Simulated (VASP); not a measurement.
**V: single point with PBEsol**

The system is V.

```xyz
2
Lattice="2.6043 0.0000 0.0000 -1.3021 2.2554 0.0000 0.0000 0.0000 4.6525" Properties=species:S:1:pos:R:3 pbc="T T T"
V     1.3021    0.7518    3.4894
V     0.0000    1.5036    1.1631
```

The cell isn't the ideal one: strain +0.000 along x and y, -0.015 along z, atoms carried along.

- Program: VASP 6.6.1
- Task: single point
- Functional: PBEsol
- Potentials or basis: VASP PAW PBE potentials, release 64 (V_sv)
- Cutoff: 520 eV
- k mesh: 21 × 21 × 10
- Occupations: gaussian, width 0.15 eV
- Spin: no spin polarisation
- Dipole correction: no
- Further INCAR settings: ALGO = Fast; EDIFF = 1e-06; NBANDS = 20

```json
{
  "Pressure": "-4.3 GPa",
  "Band gap on the k mesh": "none (metal or under the smearing width)"
}
```

Stress tensor (GPa, compression positive):
```
-4.88  0.00  0.00
 0.00 -4.88  0.00
 0.00  0.00 -3.21
```

Levels at points of the mesh, in eV from the Fermi level:
```csv
k point,band 11,band 12,band 13,band 14,band 15,band 16
"(0.00, 0.00, 0.00)",-0.49,-0.07,0.31,0.31,0.65,0.65
"(0.00, 0.00, 0.50)",-0.97,-0.97,0.34,0.34,0.34,0.34
```

Run time: 120 s on 1 thread of Intel(R) Xeon(R) Platinum 8488C (Sapphire Rapids) (shared host), peak memory 0.23 GiB.

Caveat: the PAW data sets were made with another functional, which shifts forces and pressure a little.
